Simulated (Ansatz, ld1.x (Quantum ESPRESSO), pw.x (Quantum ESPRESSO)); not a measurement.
## Mg (sc): variants of one TM potential in the solid

magnesium (Mg), norm-conserving Troullier–Martins (Kleinman–Bylander form), made with ld1.x (Quantum ESPRESSO) 7.5 (PBE, scalar-relativistic). Core [Ne], reference 3s2 3p0. Waves: 3s (bound): rc 1.90 bohr; 3p (bound, empty): rc 2.95 bohr; 3d channel at 0.2 Ry: rc 3.20 bohr. Local part: all-electron potential smoothed inside 1.90 bohr (lloc = -2). Core correction: a·sin(br)/r model core inside 1.75 bohr.

Crystal test: sc Mg in pw.x 7.5, no spin, 11³ k-points, Fermi–Dirac smearing 0.01 Ry, cutoffs set for each file from its atomic test. The reference is all-electron LAPW (Ansatz 0.2.0) with the same functional, mesh and smearing; V0 and B0 come from Birch–Murnaghan fits to the pressures at five volumes. Errors are pseudo minus all-electron; Δ is the rms difference of the E(V) curves that follow from these fits, minima aligned, over ±6 % about the mean V0. Mesh and smearing are coarse, so the numbers serve the comparison and aren't converged zero-temperature values; the lattice is a test structure that the element need not adopt.

All-electron: a0 = 3.021 Å (V0 = 27.58 Å³/atom), B0 = 22.7 GPa.

Base: The largest radius (3.20 bohr) exceeds half the bond length (2.86 bohr), so the spheres overlap, which is one possible source of error among others.

A dash in a converged row means that the minimum lies outside the volumes sampled.

| change | cutoffs (Ry) | pw.x | a0 (Å) | a0 error (%) | B0 error (%) | Δ (meV/atom) | mean pressure error (GPa) |
| --- | --- | --- | --- | --- | --- | --- | --- |
| base | 50/200 | converged | 3.014 | -0.24 | -0.5 | 1.0 | -0.16 |
| wave 3d channel at 0.2 Ry: rc 3.20 bohr becomes 3d channel at -0.15 Ry: rc 3.20 bohr | 50/200 | converged | 3.014 | -0.26 | -0.6 | 1.1 | -0.17 |
| wave 3d channel at 0.2 Ry: rc 3.20 bohr becomes 3d channel at 0.16 Ry: rc 3.20 bohr | 50/200 | converged | 3.014 | -0.25 | -0.5 | 1.0 | -0.16 |
| wave 3d channel at 0.2 Ry: rc 3.20 bohr becomes 3d channel at 1.44 Ry: rc 3.20 bohr | 50/200 | converged | – | – | – | – | -5.13 |
| wave 3d channel at 0.2 Ry: rc 3.20 bohr becomes 3d channel at 5.32 Ry: rc 3.20 bohr | 50/200 | converged | 3.018 | -0.13 | -0.5 | 0.5 | -0.08 |

Task: Give the row for: wave 3d channel at 0.2 Ry: rc 3.20 bohr becomes 3d channel at 0.55 Ry: rc 3.20 bohr.

Result: pw.x: converged; mean pressure error (GPa): -0.14; a0 (Å): 3.015; a0 error (%): -0.22; B0 error (%): -0.6; Δ (meV/atom): 0.9.
